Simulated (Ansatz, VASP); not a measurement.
## CdSe (Cadmoselite) in VASP and in Ansatz

The input INCAR:

```
ALGO = Normal
EDIFF = 1E-6
ENCUT = 520
GGA = PE
ISIF = 2
ISMEAR = 0
LASPH = True
LCHARG = True
LELF = True
LREAL = False
LVHAR = True
LWAVE = False
NBANDS = 26
NELM = 60
PREC = Accurate
SIGMA = 0.01
```

KPOINTS

```
k-points
0
Gamma
  6 6 4
```

POSCAR

```
CdSe
1.0
    4.3000000000      0.0000000000      0.0000000000
   -2.1500000000      3.7239092400      0.0000000000
    0.0000000000      0.0000000000      7.0200000000
Cd Se
2 2
Direct
    0.3333333333      0.6666666667      0.0000000000
    0.6666666667      0.3333333333      0.5000000000
    0.3333333333      0.6666666667      0.3850000000
    0.6666666667      0.3333333333      0.8850000000
```

Input for Ansatz:

```yaml
crystal:
  lattice:
    - [4.3, 0.0, 0.0]
    - [-2.15, 3.72390924, 0.0]
    - [0.0, 0.0, 7.02]
  atoms:
    - { symbol: Cd, position: [0.33333333333333326, 0.6666666666666666, 0.0] }
    - { symbol: Cd, position: [0.6666666666666665, 0.3333333333333333, 0.5] }
    - { symbol: Se, position: [0.33333333333333326, 0.6666666666666666, 0.38500000000000006] }
    - { symbol: Se, position: [0.6666666666666665, 0.3333333333333333, 0.885] }
kpoints:
  mp_grid:
    grid: [6, 6, 4]
hamiltonian:
  xc: pbe
scf:
  convergence:
    dr2_threshold: 1.0e-10
  occupations:
    method: fixed
output:
  forces: true
  stress: true
```

Alike in both runs: task single point; functional PBE; k mesh 6 × 6 × 4; no spin polarisation.

|  | VASP | Ansatz |
| --- | --- | --- |
| version | VASP 6.6.1 | Ansatz 0.2.0 |
| potentials or method | VASP PAW PBE potentials, release 64 (Cd, Se) | plane waves, PAW |
| plane-wave cutoff (eV) | 520 | 420 |
| occupations | gaussian, width 0.01 eV | fixed |
| valence electrons in the cell | 36 | 72 |

|  | VASP | Ansatz | Ansatz less VASP |
| --- | --- | --- | --- |
| pressure (GPa) | 3.3 | 3.0 | -0.32 |
| largest component of the traceless stress (GPa) | 1.42 | 1.36 | -0.054 |
| rms of the force components (eV/Å) | 0.169 | 0.163 | -0.0056 |

Atom by atom the forces differ by 0.006 eV/Å (rms over components). The two sets of potentials don't hold the same shells in valence.
